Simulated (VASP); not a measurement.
Wanted: the native input for a VASP 6.6.1 run.

```yaml
Task: band structure
Functional: r2SCANh
Potentials_or_basis: VASP PAW PBE potentials, release 64 (Ca_sv)
Cutoff: 520 eV
k_mesh: 4 × 4 × 4
Occupations: fermi-dirac, width 0.02 eV
Spin: no spin polarisation
Grid_for_exact_exchange_PRECFOCK: Fast
Exchange_at_q_=_0: default
Further_INCAR_settings: ALGO = Normal; EDIFF = 1e-07
```

Crystal: Ca.

```xyz
1
Lattice="-2.2400 2.2400 2.2400 2.2400 -2.2400 2.2400 2.2400 2.2400 -2.2400" Properties=species:S:1:pos:R:3 pbc="T T T"
Ca    0.0000    0.0000    0.0000
```

This isn't the form of Ca at room conditions, which is fcc.

The input as run:

POSCAR

```
Ca
1.0
   -2.2400000000      2.2400000000      2.2400000000
    2.2400000000     -2.2400000000      2.2400000000
    2.2400000000      2.2400000000     -2.2400000000
Ca
1
Direct
    0.0000000000      0.0000000000      0.0000000000
```

INCAR.step1

```
  ALGO = Normal
  EDIFF = 1E-5
  ENCUT = 520
  GGA = PE
  ISIF = 2
  ISMEAR = -1
  LASPH = True
  LCHARG = False
  LREAL = False
  LWAVE = True
  NELM = 60
  PREC = Accurate
  SIGMA = 0.02
```

INCAR.step2

```
  AEXX = 0.1
  ALGO = Normal
  EDIFF = 1E-7
  ENCUT = 520
  ISIF = 2
  ISMEAR = -1
  ISTART = 1
  LASPH = True
  LCHARG = False
  LHFCALC = True
  LMIXTAU = True
  LREAL = False
  LWAVE = False
  METAGGA = R2SCAN
  NELM = 60
  PREC = Accurate
  PRECFOCK = Fast
  SIGMA = 0.02
```

KPOINTS

```
k-points
0
Gamma
  4 4 4
```

KPOINTS_OPT

```
path GHNGPH,PN
12
line-mode
reciprocal
 0.0000000000  0.0000000000  0.0000000000  G
 0.5000000000 -0.5000000000  0.5000000000  H

 0.5000000000 -0.5000000000  0.5000000000  H
 0.0000000000  0.0000000000  0.5000000000  N

 0.0000000000  0.0000000000  0.5000000000  N
 0.0000000000  0.0000000000  0.0000000000  G

 0.0000000000  0.0000000000  0.0000000000  G
 0.2500000000  0.2500000000  0.2500000000  P

 0.2500000000  0.2500000000  0.2500000000  P
 0.5000000000 -0.5000000000  0.5000000000  H

 0.2500000000  0.2500000000  0.2500000000  P
 0.0000000000  0.0000000000  0.5000000000  N
```

Potentials or basis: VASP PAW PBE potentials, release 64 (Ca_sv).

The run is started by

```sh
$ cat potpaw_PBE.64/Ca_sv/POTCAR > POTCAR
$ cp INCAR.step1 INCAR
$ mpirun -np 1 vasp_std > vasp.out
$ cp INCAR.step2 INCAR
$ mpirun -np 1 vasp_std > vasp.out
```

Results of the run:

- Pressure: -0.2 GPa

Caveat: the k mesh is coarse (spacing up to 0.50 Å⁻¹), so the values aren't converged, least of all with exact exchange; an unscreened hybrid on a path of extra k points without a Coulomb cutoff has errors near the mesh points, so the bands along the path aren't reliable; the PAW data sets were made with another functional, which shifts forces and pressure a little.

It took 9.4 min on 1 thread of Intel(R) Xeon(R) Platinum 8488C (Sapphire Rapids), on a shared host, peak memory 0.18 GiB.
